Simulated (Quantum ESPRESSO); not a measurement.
Write the native input for Quantum ESPRESSO 7.5 that does the following.

```
Task                : projected density of states
Functional          : PBEsol
Potentials or basis : SSSP 1.3 efficiency PBE
Cutoff              : 748 eV
Density cutoff      : 5987 eV
k mesh              : 11 × 11 × 11
Occupations         : fermi-dirac, width 0.05 eV
Spin                : no spin polarisation
Hubbard terms       : Ti d U = 3 eV
Hubbard projectors  : ortho-atomic
Mixing beta         : 0.3
Most SCF iterations : 120
SCF threshold       : 4e-10 Ry
Dos occupations     : tetrahedra_opt
```

The system is TiC.

```
Ti C
1.0
     0.00000    2.16572    2.16572
     2.16572    0.00000    2.16572
     2.16572    2.16572    0.00000
Ti C
1 1
Direct
  0.00000 0.00000 0.00000
  0.50000 0.50000 0.50000
```

The cell is a database's computed one.

These files were run (other wordings do the same):

pw.in

```
&CONTROL
  calculation = 'scf'
  prefix = 'pwscf'
  outdir = './tmp'
  pseudo_dir = './pseudo'
  tprnfor = .true.
  tstress = .true.
  disk_io = 'low'
/
&SYSTEM
  ibrav = 0
  nat = 2
  ntyp = 2
  ecutwfc = 55
  ecutrho = 440
  nbnd = 17
  input_dft = 'pbesol'
  occupations = 'smearing'
  smearing = 'fd'
  degauss = 0.00367493
/
&ELECTRONS
  conv_thr = 4d-10
  electron_maxstep = 120
  mixing_beta = 0.3
/
ATOMIC_SPECIES
Ti    47.8670 ti_pbe_v1.4.uspp.F.UPF
C     12.0110 C.pbe-n-kjpaw_psl.1.0.0.UPF
CELL_PARAMETERS angstrom
   0.0000000000    2.1657188437    2.1657188437
   2.1657188437    0.0000000000    2.1657188437
   2.1657188437    2.1657188437    0.0000000000
ATOMIC_POSITIONS crystal
Ti     0.0000000000    0.0000000000    0.0000000000
C      0.5000000000    0.5000000000    0.5000000000
K_POINTS automatic
11 11 11 0 0 0
HUBBARD {ortho-atomic}
U Ti-3d 3.0
```

pp_density.in

```
&INPUTPP
  prefix = 'pwscf'
  outdir = './tmp'
  filplot = 'density.dat'
  plot_num = 0
/
&PLOT
  nfile = 1
  filepp(1) = 'density.dat'
  iflag = 3
  output_format = 6
  fileout = 'density.cube'
/
```

pp_potential.in

```
&INPUTPP
  prefix = 'pwscf'
  outdir = './tmp'
  filplot = 'potential.dat'
  plot_num = 11
/
&PLOT
  nfile = 1
  filepp(1) = 'potential.dat'
  iflag = 3
  output_format = 6
  fileout = 'potential.cube'
/
```

nscf.in

```
&CONTROL
  calculation = 'nscf'
  prefix = 'pwscf'
  outdir = './tmp'
  pseudo_dir = './pseudo'
  disk_io = 'low'
/
&SYSTEM
  ibrav = 0
  nat = 2
  ntyp = 2
  ecutwfc = 55
  ecutrho = 440
  nbnd = 17
  input_dft = 'pbesol'
  occupations = 'tetrahedra_opt'
/
&ELECTRONS
  conv_thr = 1d-08
  electron_maxstep = 120
  mixing_beta = 0.3
  startingwfc = 'random'
/
ATOMIC_SPECIES
Ti    47.8670 ti_pbe_v1.4.uspp.F.UPF
C     12.0110 C.pbe-n-kjpaw_psl.1.0.0.UPF
CELL_PARAMETERS angstrom
   0.0000000000    2.1657188437    2.1657188437
   2.1657188437    0.0000000000    2.1657188437
   2.1657188437    2.1657188437    0.0000000000
ATOMIC_POSITIONS crystal
Ti     0.0000000000    0.0000000000    0.0000000000
C      0.5000000000    0.5000000000    0.5000000000
K_POINTS automatic
17 17 17 0 0 0
HUBBARD {ortho-atomic}
U Ti-3d 3.0
```

projwfc.in

```
&PROJWFC
  prefix = 'pwscf'
  outdir = './tmp'
  filpdos = 'p'
  Emin = 0
  Emax = 25
  DeltaE = 0.05
/
```

Potentials or basis: SSSP 1.3 efficiency PBE.

Command:

```bash
$ OMP_NUM_THREADS=1 pw.x -in pw.in > pw.out
$ OMP_NUM_THREADS=1 pp.x -in pp_density.in > pp_density.out
$ OMP_NUM_THREADS=1 pp.x -in pp_potential.in > pp_potential.out
$ OMP_NUM_THREADS=1 pw.x -in nscf.in > nscf.out
$ OMP_NUM_THREADS=1 projwfc.x -in projwfc.in > projwfc.out
```

It gave:

The pressure is -1.1 GPa. The band gap on the k mesh is none (metal or under the smearing width) and the loewdin charges are Ti +1.27; C -1.17 e.

Caveat: the potentials were made for another functional, which shifts forces and pressure; U without spin polarisation on a metal has little footing; the U is typed as a test and isn't derived for this compound.

It took 47 s on 1 thread of Arm Neoverse V2, with other jobs on the host, peak memory 0.13 GiB.
